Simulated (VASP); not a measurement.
# AlP (F-43m) in VASP: a series of runs

The runs below take AlP through single point, relaxation of cell and atoms, with PBEsol.

Program: VASP 6.6.1. These are calculated values, not measurements. Logs are shortened: lines on timing, memory, paths and dates and some standing lists are left out, and cuts for length are marked.

**Measured values to compare with.**

A printed reference work, data compilation reports, for a bulk crystal of AlP at 4.2 K: band gap 2.505 eV (indirect).

The results are compared with them further down.

### Step 1. The cell of the first run

Symmetry: F-43m, No. 216, cubic system. The conventional cell has a = 5.470 Å, b = 5.470 Å, c = 5.470 Å, α = 90.00°, β = 90.00°, γ = 90.00°. Within 3.1 Å of Al (site symmetry -43m) lie 4 P at 2.37 Å. Within 3.1 Å of P (site symmetry -43m) lie 4 Al at 2.37 Å.

### Step 2. Single point, PBEsol

File INCAR:

```
PREC = Accurate ; ENCUT = 500
EDIFF = 1E-6 ; ISMEAR = 1
SIGMA = 0.02 ; LREAL = F
LASPH = T ; NELM = 120
ALGO = Normal ; ISIF = 2
LWAVE = F ; LCHARG = F
GGA = PS ; NBANDS = 11
GGA_COMPAT = F
```

File KPOINTS:

```
regular mesh
0
Gamma
  8 8 8
```

File POSCAR:

```
AlP
1.0
    0.0000000000      2.7351727453      2.7351727453
    2.7351727453      0.0000000000      2.7351727453
    2.7351727453      2.7351727453      0.0000000000
Al P
1 1
Direct
    0.0000000000      0.0000000000      0.0000000000
    0.7500000000      0.7500000000      0.7500000000
```

Potentials or basis: VASP PAW PBE potentials, release 64 (Al, P).

On the command line:

```console
$ cat potpaw_PBE.64/Al/POTCAR potpaw_PBE.64/P/POTCAR > POTCAR
$ mpirun -np 1 vasp_std > vasp.out
```

OUTCAR:

```text
PREC = Accurate
   ENCUT = 500
   EDIFF = 1E-6
   ISMEAR = 1
   LREAL = F
   LASPH = T
   NELM = 120
   ISIF = 2
   GGA = PS

 ion  position               nearest neighbor table
   1  0.000  0.000  0.000-   2 2.37   2 2.37   2 2.37   2 2.37
   2  0.750  0.750  0.750-   1 2.37   1 2.37   1 2.37   1 2.37

  LATTYP: Found a face centered cubic cell.
 ALAT       =     5.4703454906

  Lattice vectors:

 A1 = (   0.0000000000,   2.7351727453,   2.7351727453)
 A2 = (   2.7351727453,   0.0000000000,   2.7351727453)
 A3 = (   2.7351727453,   2.7351727453,   0.0000000000)

Analysis of symmetry for initial positions (statically):
=====================================================================
 Subroutine PRICEL returns:
 Original cell was already a primitive cell.

 Routine SETGRP: Setting up the symmetry group for a
 face centered cubic supercell.

 Subroutine GETGRP returns: Found 24 space group operations
 (whereof 24 operations were pure point group operations)
 out of a pool of 48 trial point group operations.

The static configuration has the point symmetry T_d .

Analysis of symmetry for dynamics (positions and initial velocities):
=====================================================================
 Subroutine PRICEL returns:
 Original cell was already a primitive cell.

 Routine SETGRP: Setting up the symmetry group for a
 face centered cubic supercell.

 Subroutine GETGRP returns: Found 24 space group operations
 (whereof 24 operations were pure point group operations)
 out of a pool of 48 trial point group operations.

The dynamic configuration has the point symmetry T_d .

 Subroutine INISYM returns: Found 24 space group operations
 (whereof 24 operations are pure point group operations),
 and found     1 'primitive' translations

----------------------------------------------------------------------------------------

                                     Primitive cell

  volume of cell :      40.9246

  direct lattice vectors                    reciprocal lattice vectors
     0.000000000  2.735172745  2.735172745    -0.182803810  0.182803810  0.182803810
     2.735172745  0.000000000  2.735172745     0.182803810 -0.182803810  0.182803810
     2.735172745  2.735172745  0.000000000     0.182803810  0.182803810 -0.182803810

  length of vectors
     3.868118392  3.868118392  3.868118392     0.316625487  0.316625487  0.316625487

  position of ions in fractional coordinates (direct lattice)
     0.000000000  0.000000000  0.000000000
     0.750000000  0.750000000  0.750000000

  ion indices of the primitive-cell ions
   primitive index   ion index
                 1           1
                 2           2

----------------------------------------------------------------------------------------

 KPOINTS: regular mesh

Automatic generation of k-mesh.
 Grid dimensions read from file:
 generate k-points for:    8    8    8

 Generating k-lattice:

  Cartesian coordinates                     Fractional coordinates (reciprocal lattice)
    -0.022850476  0.022850476  0.022850476     0.125000000  0.000000000  0.000000000
     0.022850476 -0.022850476  0.022850476     0.000000000  0.125000000  0.000000000
     0.022850476  0.022850476 -0.022850476     0.000000000  0.000000000  0.125000000

  Length of vectors
     0.039578186  0.039578186  0.039578186

  Shift w.r.t. Gamma in fractional coordinates (k-lattice)
     0.000000000  0.000000000  0.000000000

 Subroutine IBZKPT returns following result:
 ===========================================

 Found     29 irreducible k-points:

 Following reciprocal coordinates:
            Coordinates               Weight
  0.000000  0.000000  0.000000      1.000000
  0.125000  0.000000  0.000000      8.000000
  0.250000  0.000000  0.000000      8.000000
  0.375000  0.000000  0.000000      8.000000
  0.500000  0.000000  0.000000      4.000000
  0.125000  0.125000  0.000000      6.000000
[... 16 lines left out ...]
  0.500000  0.250000  0.125000     48.000000
 -0.375000  0.250000  0.125000     24.000000
 [... further k-points ...]
   k-points           NKPTS =     29   k-points in BZ     NKDIM =     29   number of bands    NBANDS=     11
   number of dos      NEDOS =    301   number of ions     NIONS =      2
   total plane-waves  NPLWV =  21952
   dimension x,y,z NGX =    28 NGY =   28 NGZ =   28
   dimension x,y,z NGXF=    56 NGYF=   56 NGZF=   56
   ions per type =               1   1
   NGX,Y,Z   is equivalent  to a cutoff of  12.03, 12.03, 12.03 a.u.
   NGXF,Y,Z  is equivalent  to a cutoff of  24.07, 24.07, 24.07 a.u.
 SYSTEM =  unknown system
   PREC   = accura    normal or accurate (medium, high low for compatibility)
   ISTART =      0    job   : 0-new  1-cont  2-samecut
   ICHARG =      2    charge: 1-file 2-atom 10-const
   ISPIN  =      1    spin polarized calculation?
   LNONCOLLINEAR =      F non collinear calculations
   LSORBIT =      F    spin-orbit coupling
   LASPH  =      T    aspherical Exc in radial PAW
   ENCUT  =  500.0 eV  36.75 Ry    6.06 a.u.   7.05  7.05  7.05*2*pi/ulx,y,z
   NELM   =    120;   NELMIN=  2; NELMDL= -5     # of ELM steps
   EDIFF  = 0.1E-05   stopping-criterion for ELM
   LREAL  =      F    real-space projection
   EDIFFG = 0.1E-04   stopping-criterion for IOM
   NSW    =      0    number of steps for IOM
   IBRION =     -1    ionic relax: 0-MD 1-quasi-New 2-CG
   NFREE  =      0    steps in history (QN), initial steepest desc. (CG)
   ISIF   =      2    stress and relaxation
   ISYM   =      2    0-nonsym 1-usesym 2-fastsym
   POTIM  = 0.5000    time-step for ionic-motion
   TEBEG  =    0.0;   TEEND  =   0.0 temperature during run
   PSTRESS=    0.0 pullay stress
   NELECT =       8.0000    total number of electrons
   NUPDOWN=      -1.0000    fix difference up-down
   EMIN   =  10.00;   EMAX   =-10.00  energy-range for DOS
   EFERMI =   0.00;   METHOD = LEGACY
   ISMEAR =     1;   SIGMA  =   0.02  broadening in eV -4-tet -1-fermi 0-gaus
   EFERMI_NEDOS =   21; number of points for ismear=-14 and -15
   IALGO  =     38    algorithm
   IMIX   =      4    mixing-type and parameters
     AMIX     =   0.40;   BMIX     =  1.00
     AMIX_MAG =   1.60;   BMIX_MAG =  1.00
  volume/ion in A,a.u.               =      20.46       138.09
  Fermi-wavevector in a.u.,A,eV,Ry     =   0.950116  1.795459 12.282263  0.902721
  Thomas-Fermi vector in A             =   2.078463
   LORBIT       =      0    0 simple, 1 ext, 2 COOP (PROOUT), +10 PAW based schemes
   GGA     = PS    functional components
   LHFCALC =     F    Hartree Fock is set to
   AEXX    =    0.0000 exact exchange contribution
   IVDW    =     0    specifies the selected vdW correction
   LEPSILON=     F    determine dielectric tensor
   LRPA    =     F    only Hartree local field effects (RPA)
 non-spin polarized calculation
 Methfessel and Paxton  Order N= 1 SIGMA  =   0.02
  energy-cutoff  :      500.00
  volume of cell :       40.92
 maximum number of plane-waves:      1056
   NGX = 15   NGY = 15   NGZ = 15

 number of electron       8.0000000 magnetization

 Free energy of the ion-electron system (eV)
  ---------------------------------------------------
  ext. energy  EPLUGINS =         0.00000000
  ---------------------------------------------------
  free energy    TOTEN  =       -10.99515801 eV

  energy without entropy =      -10.99516480  energy(sigma->0) =      -10.99516027

 E-fermi :   4.5003     XC(G=0):  -9.3432

 val. band max:        4.4834242780   @ k =   0.0000   0.0000   0.0000
 cond. band min:       5.9328745879   @ k =   0.5000   0.5000   0.0000
 fundamental gap:      1.4494503098
 Fermi energy:         4.5002617233

 k-point     1 :       0.0000    0.0000    0.0000
  band No.  band energies     occupation
      1      -7.0116      2.00000
      2       4.4834      2.00000
      3       4.4834      2.00000
      4       4.4834      2.00000
      5       7.6390      0.00000
      6       8.9877      0.00000
      7       8.9877      0.00000
      8       8.9877      0.00000
      9      13.2792      0.00000
     10      13.2792      0.00000
     11      14.5393      0.00000

 k-point     2 :       0.1250    0.0000    0.0000
  band No.  band energies     occupation
      1      -6.8391      2.00000
      2       3.2436      2.00000
      3       4.3345      2.00000
      4       4.3345      2.00000
      5       8.0815      0.00000
      6       9.2712      0.00000
      7       9.2712      0.00000
      8       9.4862      0.00000
      9      12.7694      0.00000
     10      12.7694      0.00000
     11      15.1814      0.00000

 k-point     3 :       0.2500    0.0000    0.0000
  band No.  band energies     occupation
      1      -6.3533      2.00000
      2       1.2870      2.00000
      3       4.0395      2.00000
      4       4.0395      2.00000
      5       7.7085      0.00000
      6       9.5716      0.00000
      7       9.5716      0.00000
      8      11.2901      0.00000
      9      12.7387      0.00000
     10      12.7387      0.00000
     11      14.6383      0.00000

 k-point     4 :       0.3750    0.0000    0.0000
  band No.  band energies     occupation
      1      -5.6991      2.00000
      2      -0.3580      2.00000
      3       3.8043      2.00000
      4       3.8043      2.00000
      5       7.3313      0.00000
      6       9.3752      0.00000
      7       9.3752      0.00000
      8      12.4675      0.00000
      9      14.1340      0.00000
     10      14.1340      0.00000
     11      14.9359      0.00000
[... 239 lines left out ...]
 k-point    22 :       0.3750    0.2500    0.1250
  band No.  band energies     occupation
      1      -5.9420      2.00000
      2       0.9678      2.00000
      3       2.5705      2.00000
      4       3.5639      2.00000
      5       8.2516      0.00000
      6       9.2209      0.00000
      7       9.8391      0.00000
      8      11.2285      0.00000
      9      12.7431      0.00000
     10      15.1929      0.00000
     11      17.2580      0.00000

 k-point    23 :       0.5000    0.2500    0.1250
  band No.  band energies     occupation
      1      -5.3427      2.00000
      2      -0.1450      2.00000
      3       2.0011      2.00000
      4       3.1768      2.00000
      5       8.3450      0.00000
      6       9.1876      0.00000
      7      10.4355      0.00000
      8      11.5154      0.00000
      9      13.8726      0.00000
     10      15.7091      0.00000
     11      17.1852      0.00000

 k-point    24 :      -0.3750    0.2500    0.1250
  band No.  band energies     occupation
      1      -5.0137      2.00000
      2      -0.7072      2.00000
      3       1.8663      2.00000
      4       2.9879      2.00000
      5       8.3422      0.00000
      6       8.9185      0.00000
      7      11.3032      0.00000
      8      12.0946      0.00000
      9      13.3854      0.00000
     10      15.8217      0.00000
     11      17.1349      0.00000

 [... further k-points ...]
[... 5 lines left out ...]
  --------------------------------------------------------------------------------------
  -------------------------------------------------------------------------------------
  Total        0.0105529      0.0105529      0.0105529     -0.0000000      0.0000000     -0.0000000
  in kB        0.4131402      0.4131402      0.4131402     -0.0000000      0.0000000     -0.0000000
  external PRESSURE =       0.4131402 kB  Pullay stress =       0.0000000 kB

 VOLUME and BASIS-vectors are now :
 -----------------------------------------------------------------------------
  energy-cutoff  :      500.00
  volume of cell :       40.92
      direct lattice vectors                 reciprocal lattice vectors
     0.000000000  2.735172745  2.735172745    -0.182803810  0.182803810  0.182803810
     2.735172745  0.000000000  2.735172745     0.182803810 -0.182803810  0.182803810
     2.735172745  2.735172745  0.000000000     0.182803810  0.182803810 -0.182803810

 POSITION                                       TOTAL-FORCE (eV/Angst)
 -----------------------------------------------------------------------------------
      0.00000      0.00000      0.00000         0.000000      0.000000      0.000000
      4.10276      4.10276      4.10276        -0.000000     -0.000000     -0.000000
 -----------------------------------------------------------------------------------
    total drift:                               -0.000000     -0.000000     -0.000000

  FREE ENERGIE OF THE ION-ELECTRON SYSTEM (eV)
  ---------------------------------------------------
  free  energy   TOTEN  =       -10.9951580087 eV

  energy  without entropy=      -10.9951648031  energy(sigma->0) =      -10.99516027
```

Run time: 5.5 s. Hardware: 1 thread of AMD EPYC 9R45 (Zen 5), shared host; peak memory 0.12 GiB.

Results:

- Free energy: -10.9952 eV
- Pressure: 0.0 GPa
- Band gap on the k mesh: 1.45 eV, indirect (least direct gap 3.16 eV)

Caveat: the PAW data sets were made with another functional, which shifts forces and pressure a little.

### Step 3. Single point, PBEsol

File INCAR:

```
PREC     = Accurate       # precision mode
ENCUT    = 500            # plane-wave cutoff, eV
EDIFF    = 1E-6           # SCF threshold, eV
ISMEAR   = 0              # smearing method
SIGMA    = 0.02           # smearing width, eV
LREAL    = False          # projectors in reciprocal space
LASPH    = True           # aspherical terms in the spheres
NELM     = 120            # most SCF steps
ALGO     = Normal         # electronic algorithm
ISIF     = 2              # what is computed and relaxed
LWAVE    = False          # write WAVECAR
LCHARG   = True           # write CHGCAR
GGA      = PS             # functional
LELF     = True           # ELF
LVHAR    = True         
NBANDS   = 11             # bands
GGA_COMPAT= False
```

KPOINTS is that of step 2.

POSCAR is that of step 2.

Potentials or basis: VASP PAW PBE potentials, release 64 (Al, P).

On the command line:

```console
$ cat potpaw_PBE.64/Al/POTCAR potpaw_PBE.64/P/POTCAR > POTCAR
$ mpirun -np 1 vasp_std > vasp.out
```

Run time: 6 s. Hardware: 1 thread of AMD EPYC 9R45 (Zen 5), shared host; peak memory 0.12 GiB.

Results (log left out):

| Quantity | Value |
| --- | --- |
| Free energy | -10.9952 eV |
| Pressure | 0.0 GPa |
| Band gap on the k mesh | 1.45 eV, indirect (least direct gap 3.16 eV) |

Levels at points of the mesh, in eV from the valence-band top:
```tsv
k point	band 2	band 3	band 4	band 5	band 6	band 7
(0.00, 0.00, 0.00)	0.00	0.00	0.00	3.16	4.50	4.50
(0.50, 0.00, 0.00)	-5.56	-0.76	-0.76	2.71	4.75	4.75
(0.50, 0.50, 0.00)	-5.32	-2.11	-2.11	1.45	2.37	10.94
```

Caveat: the PAW data sets were made with another functional, which shifts forces and pressure a little.

### Step 4. Single point, PBEsol

This run uses another cell than the first one, of 15.01 Å³/atom, 0.733 times its volume.

File INCAR:

```
ALGO = Normal
EDIFF = 1E-6
ENCUT = 500
GGA = PS
GGA_COMPAT = F
ISIF = 2
ISMEAR = 0
LASPH = T
LCHARG = F
LREAL = F
LWAVE = F
NBANDS = 11
NELM = 120
PREC = Accurate
SIGMA = 0.01
```

File KPOINTS:

```
k-points
0
Gamma
  10 10 10
```

File POSCAR:

```
AlP
1.0
    0.0000000000      2.4665901346      2.4665901346
    2.4665901346      0.0000000000      2.4665901346
    2.4665901346      2.4665901346      0.0000000000
Al P
1 1
Direct
    0.0000000000      0.0000000000      0.0000000000
    0.7500000000      0.7500000000      0.7500000000
```

On the command line:

```console
$ cat potpaw_PBE.64/Al/POTCAR potpaw_PBE.64/P/POTCAR > POTCAR
$ mpirun -np 1 vasp_std > vasp.out
```

Wall time 31 s (1 thread of AMD EPYC 7R13, shared host); peak memory 0.12 GiB.

It converged, with:

```yaml
Free_energy: -9.6709 eV
Pressure: 50.2 GPa
Band_gap_on_the_k_mesh: 0.66 eV, indirect (least direct gap 3.47 eV)
```

Levels at points of the mesh, in eV from the valence-band top:
```csv
k point,band 2,band 3,band 4,band 5,band 6,band 7
"(0.00, 0.00, 0.00)",0.00,0.00,0.00,4.89,4.89,4.89
"(0.50, 0.00, 0.00)",-7.18,-0.94,-0.94,3.86,4.69,4.69
"(0.50, 0.50, 0.00)",-6.56,-2.81,-2.81,0.66,2.10,13.10
```

Caveat: the PAW data sets were made with another functional, which shifts forces and pressure a little. A k mesh can miss the band edges.

(Part 1 of 2 ends here.)
